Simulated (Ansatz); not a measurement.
Si2Ni: single point with PBEsol+D3(BJ)-ATM+U

Crystal: Si2Ni.

```
CELL_PARAMETERS angstrom
0.00000 2.70300 2.70300
2.70300 0.00000 2.70300
2.70300 2.70300 0.00000
ATOMIC_POSITIONS crystal
Ni 0.00000 0.00000 0.00000
Si 0.75000 0.75000 0.75000
Si 0.25000 0.25000 0.25000
```

| Item | Value |
| --- | --- |
| Program | Ansatz 0.2.0 |
| Task | single point |
| Functional | PBEsol |
| Dispersion | D3(BJ)-ATM |
| Potentials or basis | Ansatz PAW earlier set |
| Cutoff | 920 eV (not typed: the program's choice for these potentials) |
| k mesh | 9 × 9 × 9 |
| Occupations | tetrahedron |
| Spin | collinear spin, program default start |
| Hubbard terms | Ni d U = 6 eV |

* Pressure: -7.6 GPa
* Band gap on the k mesh: none (metal or under the smearing width)
* Net moment: 0.00 μB per cell
* Absolute moment: 0.00 μB per cell

Levels at points of the mesh, in eV from the Fermi level:
Spin up:
```tsv
k point	band 9	band 10	band 11	band 12	band 13	band 14	band 15	band 16	band 17	band 18
(0.00, 0.00, 0.00)	-4.97	-4.97	-0.29	1.82	1.82	1.82	2.46	2.46	2.46	4.71
```
Spin down:
```
           k point  band 9  band 10  band 11  band 12  band 13  band 14  band 15  band 16  band 17  band 18
(0.00, 0.00, 0.00)   -4.97    -4.97    -0.29     1.82     1.82     1.82     2.46     2.46     2.46     4.71
```

Eigenvalues of the final occupation matrices:
```csv
site,spin,trace,eigenvalues
site 1,1,4.65,0.91 0.91 0.91 0.96 0.96
site 1,2,4.65,0.91 0.91 0.91 0.96 0.96
```

Run time: 5.1 s on 2 threads of Arm Neoverse V2, with other jobs on the host, peak memory 0.52 GiB.

Caveat: the magnetic or orbital state may not be the lowest; pairwise dispersion overbinds metals, which lowers pressure and volume; the PAW data sets come from PBE, with cores solved anew for the run's functional, which leaves a small shift of forces and pressure; the U is typed as a test and isn't derived for this compound; with tetrahedron occupations forces and stress needn't match the slope of the energy. The state reached can hang on the start; a lower one may exist.
